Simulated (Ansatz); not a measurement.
Crystal: Si.

```
Si
1.0
     2.53211    0.00000    0.00000
     0.00000    2.53211    0.00000
     0.00000    0.00000    2.53211
Si
1
Direct
  0.50000 0.50000 0.50000
```

The cell was built by a generator and needn't be a form met in nature.

| Quantity | Value |
| --- | --- |
| Program | Ansatz 0.2.0 |
| Task | relaxation of cell and atoms |
| Functional | HF |
| Potentials or basis | Ansatz PAW |
| Cutoff | 420 eV (not typed: the program's choice for these potentials) |
| k mesh | 5 × 5 × 5 |
| Occupations | fermi-dirac, width 0.05 eV |
| Spin | no spin polarisation |

At the start: volume 16.23 Å³/atom.

Problem. How do energy, volume and symmetry change on relaxing?

Solution. It ends after 5 steps and the volume is 17.85 Å³/atom (+9.9 %); space group Pm-3m (No. 221, to 0.05 Å).

Step by step:
```tsv
step	energy change (eV)	largest force (eV/Å)	volume (Å³)
1	0.0000	0.0000	16.23
2	-0.0466	0.0000	17.58
3	-0.0477	0.0000	17.81
4	-0.0477	0.0000	17.85
5	-0.0482	0.0000	17.85
```

Final structure:
```cif
data_structure
_symmetry_space_group_name_H-M 'P 1'
_symmetry_Int_Tables_number 1
_cell_length_a 2.6133
_cell_length_b 2.6133
_cell_length_c 2.6133
_cell_angle_alpha 90.000
_cell_angle_beta 90.000
_cell_angle_gamma 90.000
_cell_volume 17.85
loop_
_atom_site_label
_atom_site_type_symbol
_atom_site_fract_x
_atom_site_fract_y
_atom_site_fract_z
_atom_site_occupancy
Si1 Si 0.50000 0.50000 0.50000 1
```

Caveat: the k mesh is coarse (spacing up to 0.50 Å⁻¹), so the values aren't converged, least of all with exact exchange; the plane-wave basis is chosen anew once the cell has moved, so the energies of steps on either side of that aren't comparable; the PAW data sets come from PBE, with cores solved anew for the run's functional, which leaves a small shift of forces and pressure.
